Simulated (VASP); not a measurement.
# AlN (P6_3mc) in VASP: a series of runs

One crystal, AlN, is run at these levels: PBE; tasks: relaxation of cell and atoms.

All numbers are computed with VASP 6.6.1; they aren't measurements. Logs are shortened: lines on timing, memory, paths and dates and some standing lists are left out, and cuts for length are marked.

### 1 Starting point

The structure is hexagonal, space group P6_3mc (No. 186). Conventional cell: a = 3.113 Å, b = 3.113 Å, c = 4.981 Å, α = 90.00°, β = 90.00°, γ = 120.00°. Around Al (site symmetry 3m) lie 4 N at 1.89 Å. N (site symmetry 3m) is surrounded by 4 Al at 1.89 Å.

### 2 Relaxation of cell and atoms, PBE

Contents of INCAR:

```
SYSTEM = AlN
PREC = Accurate
ENCUT = 520
EDIFF = 1E-7
ISMEAR = 0
SIGMA = 0.02
LREAL = .FALSE.
LASPH = .TRUE.
NELM = 80
ALGO = Fast
ISIF = 3
LWAVE = .FALSE.
LCHARG = .FALSE.
GGA = PE
IBRION = 2
NSW = 80
EDIFFG = -0.002
```

Contents of KPOINTS:

```
regular mesh
0
G
  12 12 6
  0 0 0
```

Contents of POSCAR:

```
AlN
1.0
    3.1130000000      0.0000000000      0.0000000000
   -1.5565000000      2.6959370800      0.0000000000
    0.0000000000      0.0000000000      4.9810000000
Al N
2 2
Direct
    0.3333333300      0.6666666700      0.0000000000
    0.6666666700      0.3333333300      0.5000000000
    0.3333333300      0.6666666700      0.3800000000
    0.6666666700      0.3333333300      0.8800000000
```

Potentials or basis: VASP PAW PBE potentials, release 64 (Al, N).

On the command line:

```
> cat potpaw_PBE.64/Al/POTCAR potpaw_PBE.64/N/POTCAR > POTCAR
> mpirun -np 1 vasp_std > vasp.out
```

OUTCAR:

```text
SYSTEM = AlN
   PREC = Accurate
   ENCUT = 520
   EDIFF = 1E-7
   ISMEAR = 0
   LREAL = .FALSE.
   LASPH = .TRUE.
   NELM = 80
   ISIF = 3
   GGA = PE
   IBRION = 2
   NSW = 80
   EDIFFG = -0.002

 ion  position               nearest neighbor table
   1  0.333  0.667  0.000-   3 1.89   4 1.89   4 1.89   4 1.89   2 3.07   2 3.07   2 3.07   2 3.07
                             2 3.07   2 3.07
   2  0.667  0.333  0.500-   4 1.89   3 1.89   3 1.89   3 1.89   1 3.07   1 3.07   1 3.07   1 3.07
                             1 3.07   1 3.07
   3  0.333  0.667  0.380-   1 1.89   2 1.89   2 1.89   2 1.89
   4  0.667  0.333  0.880-   2 1.89   1 1.89   1 1.89   1 1.89

  LATTYP: Found a hexagonal cell.
 ALAT       =     3.1130000000
 C/A-ratio  =     1.6000642467

  Lattice vectors:

 A1 = (   3.1130000000,   0.0000000000,   0.0000000000)
 A2 = (  -1.5565000000,   2.6959370800,   0.0000000000)
 A3 = (   0.0000000000,   0.0000000000,   4.9810000000)

Analysis of symmetry for initial positions (statically):
=====================================================================
 Subroutine PRICEL returns:
 Original cell was already a primitive cell.

 Routine SETGRP: Setting up the symmetry group for a
 hexagonal supercell.

 Subroutine GETGRP returns: Found 12 space group operations
 (whereof  6 operations were pure point group operations)
 out of a pool of 24 trial point group operations.

The static configuration has the point symmetry C_3v.
 The point group associated with its full space group is C_6v.

Analysis of symmetry for dynamics (positions and initial velocities):
=====================================================================
 Subroutine PRICEL returns:
 Original cell was already a primitive cell.

 Routine SETGRP: Setting up the symmetry group for a
 hexagonal supercell.

 Subroutine GETGRP returns: Found 12 space group operations
 (whereof  6 operations were pure point group operations)
 out of a pool of 24 trial point group operations.

The dynamic configuration has the point symmetry C_3v.
 The point group associated with its full space group is C_6v.

 Subroutine INISYM returns: Found 12 space group operations
 (whereof  6 operations are pure point group operations),
 and found     1 'primitive' translations

----------------------------------------------------------------------------------------

                                     Primitive cell

  volume of cell :      41.8028

  direct lattice vectors                    reciprocal lattice vectors
     3.113000000  0.000000000  0.000000000     0.321233537  0.185464269  0.000000000
    -1.556500000  2.695937080  0.000000000     0.000000000  0.370928538  0.000000000
     0.000000000  0.000000000  4.981000000     0.000000000  0.000000000  0.200762899

  length of vectors
     3.113000000  3.112999998  4.981000000     0.370928538  0.370928538  0.200762899

  position of ions in fractional coordinates (direct lattice)
     0.333333330  0.666666670  0.000000000
     0.666666670  0.333333330  0.500000000
     0.333333330  0.666666670  0.380000000
     0.666666670  0.333333330  0.880000000

  ion indices of the primitive-cell ions
   primitive index   ion index
                 1           1
                 2           2
                 3           3
                 4           4

----------------------------------------------------------------------------------------

 KPOINTS: regular mesh

Automatic generation of k-mesh.
 Grid dimensions read from file:
 generate k-points for:   12   12    6

 Generating k-lattice:

  Cartesian coordinates                     Fractional coordinates (reciprocal lattice)
     0.026769461  0.015455356  0.000000000     0.083333333 -0.000000000  0.000000000
     0.000000000  0.030910712  0.000000000     0.000000000  0.083333333  0.000000000
     0.000000000  0.000000000  0.033460483     0.000000000  0.000000000  0.166666667

  Length of vectors
     0.030910711  0.030910712  0.033460483

  Shift w.r.t. Gamma in fractional coordinates (k-lattice)
     0.000000000  0.000000000  0.000000000

 Subroutine IBZKPT returns following result:
 ===========================================

 Found     76 irreducible k-points:

 Following reciprocal coordinates:
            Coordinates               Weight
  0.000000  0.000000  0.000000      1.000000
  0.083333  0.000000  0.000000      6.000000
  0.166667  0.000000  0.000000      6.000000
  0.250000  0.000000  0.000000      6.000000
  0.333333  0.000000  0.000000      6.000000
  0.416667  0.000000  0.000000      6.000000
[... 16 lines left out ...]
  0.250000  0.000000  0.166667     12.000000
  0.333333  0.000000  0.166667     12.000000
 [... further k-points ...]
   k-points           NKPTS =     76   k-points in BZ     NKDIM =     76   number of bands    NBANDS=     12
   number of dos      NEDOS =    301   number of ions     NIONS =      4
   total plane-waves  NPLWV =  23040
   dimension x,y,z NGX =    24 NGY =   24 NGZ =   40
   dimension x,y,z NGXF=    48 NGYF=   48 NGZF=   80
   ions per type =               2   2
   NGX,Y,Z   is equivalent  to a cutoff of  12.82, 12.82, 13.35 a.u.
   NGXF,Y,Z  is equivalent  to a cutoff of  25.63, 25.63, 26.70 a.u.
 SYSTEM =  AlN
   PREC   = accura    normal or accurate (medium, high low for compatibility)
   ISTART =      0    job   : 0-new  1-cont  2-samecut
   ICHARG =      2    charge: 1-file 2-atom 10-const
   ISPIN  =      1    spin polarized calculation?
   LNONCOLLINEAR =      F non collinear calculations
   LSORBIT =      F    spin-orbit coupling
   LASPH  =      T    aspherical Exc in radial PAW
   ENCUT  =  520.0 eV  38.22 Ry    6.18 a.u.   5.79  5.79  9.26*2*pi/ulx,y,z
   NELM   =     80;   NELMIN=  2; NELMDL= -5     # of ELM steps
   EDIFF  = 0.1E-06   stopping-criterion for ELM
   LREAL  =      F    real-space projection
   EDIFFG = -.2E-02   stopping-criterion for IOM
   NSW    =     80    number of steps for IOM
   IBRION =      2    ionic relax: 0-MD 1-quasi-New 2-CG
   NFREE  =      1    steps in history (QN), initial steepest desc. (CG)
   ISIF   =      3    stress and relaxation
   ISYM   =      2    0-nonsym 1-usesym 2-fastsym
   POTIM  = 0.5000    time-step for ionic-motion
   TEBEG  =    0.0;   TEEND  =   0.0 temperature during run
   PSTRESS=    0.0 pullay stress
   NELECT =      16.0000    total number of electrons
   NUPDOWN=      -1.0000    fix difference up-down
   EMIN   =  10.00;   EMAX   =-10.00  energy-range for DOS
   EFERMI =   0.00;   METHOD = LEGACY
   ISMEAR =     0;   SIGMA  =   0.02  broadening in eV -4-tet -1-fermi 0-gaus
   EFERMI_NEDOS =   21; number of points for ismear=-14 and -15
   IALGO  =     68    algorithm
   IMIX   =      4    mixing-type and parameters
     AMIX     =   0.40;   BMIX     =  1.00
     AMIX_MAG =   1.60;   BMIX_MAG =  1.00
  volume/ion in A,a.u.               =      10.45        70.52
  Fermi-wavevector in a.u.,A,eV,Ry     =   1.188629  2.246183 19.222843  1.412839
  Thomas-Fermi vector in A             =   2.324754
   LORBIT       =      0    0 simple, 1 ext, 2 COOP (PROOUT), +10 PAW based schemes
   GGA     = PE    functional components
   LHFCALC =     F    Hartree Fock is set to
   AEXX    =    0.0000 exact exchange contribution
   IVDW    =     0    specifies the selected vdW correction
   LEPSILON=     F    determine dielectric tensor
   LRPA    =     F    only Hartree local field effects (RPA)
 conjugate gradient relaxation of ions
 non-spin polarized calculation
 RMM-DIIS sequential band-by-band and
 Gauss-broadening in eV      SIGMA  =   0.02
  energy-cutoff  :      520.00
  volume of cell :       41.80
 maximum number of plane-waves:      1152
 NGX is ok and might be reduce to    24
   NGX = 11   NGY = 11   NGZ = 19

--------------------------------------- Ionic step        1  -------------------------------------------

 number of electron      15.9999997 magnetization

 Free energy of the ion-electron system (eV)
  ---------------------------------------------------
  ext. energy  EPLUGINS =         0.00000000
  ---------------------------------------------------
  free energy    TOTEN  =       -29.77128297 eV

  energy without entropy =      -29.77128297  energy(sigma->0) =      -29.77128297

------------------------ aborting loop because EDIFF is reached ----------------------------------------

  FORCE on cell =-STRESS in cart. coord.  units (eV):
  Direction    XX          YY          ZZ          XY          YZ          ZX
  --------------------------------------------------------------------------------------
  -------------------------------------------------------------------------------------
  Total        0.7596663      0.7596663      1.1924679      0.0000000      0.0000000      0.0000000
  in kB       29.1157514     29.1157513     45.7037543      0.0000000      0.0000000      0.0000000
  external PRESSURE =      34.6450857 kB  Pullay stress =       0.0000000 kB
[... 251 lines left out ...]
  energy  without entropy=      -29.7801175045  energy(sigma->0) =      -29.78011750

--------------------------------------- Ionic step        8  -------------------------------------------

 number of electron      15.9999998 magnetization

 Free energy of the ion-electron system (eV)
  ---------------------------------------------------
  ext. energy  EPLUGINS =         0.00000000
  ---------------------------------------------------
  free energy    TOTEN  =       -29.78011845 eV

  energy without entropy =      -29.78011845  energy(sigma->0) =      -29.78011845

 E-fermi :   6.0772     XC(G=0): -10.8329

 val. band max:        5.9757495676   @ k =   0.0000   0.0000   0.0000
 cond. band min:      10.0320707734   @ k =   0.0000   0.0000   0.0000
 fundamental gap:      4.0563212058
 Fermi energy:         6.0771982814

 k-point     1 :       0.0000    0.0000    0.0000
  band No.  band energies     occupation
      1      -9.0983      2.00000
      2      -7.0122      2.00000
      3       0.0648      2.00000
      4       5.1325      2.00000
      5       5.1325      2.00000
      6       5.7748      2.00000
      7       5.7748      2.00000
      8       5.9757      2.00000
      9      10.0321      0.00000
     10      12.4990      0.00000
     11      16.4429      0.00000
     12      17.0157      0.00000
[... 331 lines left out ...]
 k-point    24 :       0.3333    0.0000    0.1667
  band No.  band energies     occupation
      1      -7.8043      2.00000
      2      -6.6105      2.00000
      3       1.1323      2.00000
      4       2.0799      2.00000
      5       2.6817      2.00000
      6       4.2366      2.00000
      7       5.1966      2.00000
      8       5.3311      2.00000
      9      11.7609      0.00000
     10      12.5780      0.00000
     11      14.3310      0.00000
     12      16.0181      0.00000

 [... further k-points ...]
[... 5 lines left out ...]
  --------------------------------------------------------------------------------------
  -------------------------------------------------------------------------------------
  Total       -0.0004490     -0.0004490     -0.0028339      0.0000000      0.0000000      0.0000000
  in kB       -0.0169180     -0.0169180     -0.1067751      0.0000000      0.0000000      0.0000000
  external PRESSURE =      -0.0468703 kB  Pullay stress =       0.0000000 kB
[... 19 lines left out ...]
  FREE ENERGIE OF THE ION-ELECTRON SYSTEM (eV)
  ---------------------------------------------------
  free  energy   TOTEN  =       -29.7801184453 eV

  energy  without entropy=      -29.7801184453  energy(sigma->0) =      -29.78011845

 reached required accuracy - stopping structural energy minimisation
```

Wall time 67 s (1 thread of Intel Xeon Platinum 8488C (Sapphire Rapids), shared host); peak memory 0.17 GiB.

Results:

```
Free energy                            : -29.7801 eV
Relaxed volume                         : 10.63 Å³/atom
Relaxed cell                           : a = 3.129 Å, b = 3.129 Å, c = 5.016 Å, α = 90.00°, β = 90.00°, γ = 120.00°
Space group after relaxing (to 0.05 Å) : P6_3mc (No. 186)
Energy gained by relaxing              : 2.2 meV/atom
Ionic steps                            : 8
Pressure after relaxing                : 0.0 GPa
Band gap on the k mesh                 : 4.06 eV, direct
```

The path:
| step | energy change (eV) | largest force (eV/Å) | pressure (GPa) | volume (Å³) |
| --- | --- | --- | --- | --- |
| 1 | 0.0000 | 0.1289 | 3.46 | 41.80 |
| 2 | -0.0018 | 0.0914 | -2.90 | 43.18 |
| 3 | -0.0088 | 0.0039 | 0.00 | 42.52 |
| 4 | -0.0088 | 0.0061 | 0.07 | 42.51 |
| 5 | -0.0088 | 0.0065 | 0.05 | 42.51 |
| 6 | -0.0088 | 0.0068 | 0.04 | 42.51 |
| 7 | -0.0088 | 0.0016 | -0.03 | 42.53 |
| 8 | -0.0088 | 0.0007 | 0.00 | 42.52 |

Final structure:
```cif
data_structure
_symmetry_space_group_name_H-M 'P 1'
_symmetry_Int_Tables_number 1
_cell_length_a 3.1286
_cell_length_b 3.1286
_cell_length_c 5.0164
_cell_angle_alpha 90.000
_cell_angle_beta 90.000
_cell_angle_gamma 120.000
_cell_volume 42.52
loop_
_atom_site_label
_atom_site_type_symbol
_atom_site_fract_x
_atom_site_fract_y
_atom_site_fract_z
_atom_site_occupancy
Al1 Al 0.33333 0.66667 0.99926 1
Al2 Al 0.66667 0.33333 0.49926 1
N1 N 0.33333 0.66667 0.38074 1
N2 N 0.66667 0.33333 0.88074 1
```

Levels at points of the mesh, in eV from the valence-band top:
```
           k point  band 4  band 5  band 6  band 7  band 8  band 9  band 10  band 11  band 12
(0.00, 0.00, 0.00)   -0.84   -0.84   -0.20   -0.20    0.00    4.06     6.52    10.47    11.04
(0.50, 0.00, 0.00)   -4.12   -3.30   -2.05   -1.74   -0.68    5.76     5.77     8.04    10.15
(0.00, 0.00, 0.50)   -3.30   -0.53   -0.53   -0.53   -0.53    6.32     6.32    10.18    10.18
(0.50, 0.00, 0.50)   -5.52   -1.44   -1.44   -1.35   -1.35    5.25     5.25     9.15     9.15
```

A k mesh can miss the band edges. Expect the measured gap to be larger: semilocal functionals such as PBE lack the derivative discontinuity.

### 3 Relaxation of cell and atoms, PBE

This run uses another cell than the first one, of 10.63 Å³/atom, 1.017 times its volume.

INCAR is that of step 2.

KPOINTS is that of step 2.

Contents of POSCAR:

```
AlN                                     
1.0
    3.1285822098      0.0000000000      0.0000000000
   -1.5642911049      2.7094316695      0.0000000000
   -0.0000000000      0.0000000000      5.0164164494
  Al              N             
     2     2
Direct
     0.3333333300000021    0.6666666699999979    0.9992562416738454
     0.6666666699999979    0.3333333300000021    0.4992562416738453
     0.3333333300000021    0.6666666699999979    0.3807437583261573
     0.6666666699999979    0.3333333300000021    0.8807437583261571
```

Potentials or basis: VASP PAW PBE potentials, release 64 (Al, N).

On the command line:

```
> cat potpaw_PBE.64/Al/POTCAR potpaw_PBE.64/N/POTCAR > POTCAR
> mpirun -np 1 vasp_std > vasp.out
```

Wall time 20 s (1 thread of Intel Xeon Platinum 8488C (Sapphire Rapids), shared host); peak memory 0.17 GiB.

The run converged. Its results:

* Free energy: -29.7805 eV
* Pressure after relaxing: 0.0 GPa
* Band gap on the k mesh: 4.06 eV, direct

Final structure:
```yaml
crystal:
  lattice:
    - [3.12858, 0.00000, 0.00000]
    - [-1.56429, 2.70943, 0.00000]
    - [0.00000, 0.00000, 5.01642]
  atoms:
    - { symbol: Al, position: [0.33333, 0.66667, 0.99926] }
    - { symbol: Al, position: [0.66667, 0.33333, 0.49926] }
    - { symbol: N, position: [0.33333, 0.66667, 0.38074] }
    - { symbol: N, position: [0.66667, 0.33333, 0.88074] }
```

Levels at points of the mesh, in eV from the valence-band top:
```
           k point  band 5  band 6  band 7  band 8  band 9  band 10  band 11  band 12
(0.00, 0.00, 0.00)   -0.84   -0.20   -0.20    0.00    4.06     6.52    10.47    11.04
(0.50, 0.00, 0.00)   -3.30   -2.05   -1.74   -0.68    5.76     5.77     8.04    10.16
(0.00, 0.00, 0.50)   -0.53   -0.53   -0.53   -0.53    6.32     6.32    10.18    10.18
(0.50, 0.00, 0.50)   -1.44   -1.44   -1.35   -1.35    5.25     5.25     9.16     9.16
```

Caveat: the relaxation stopped at its first step, so nothing moved. As with any semilocal functional, this PBE gap is likely too small.
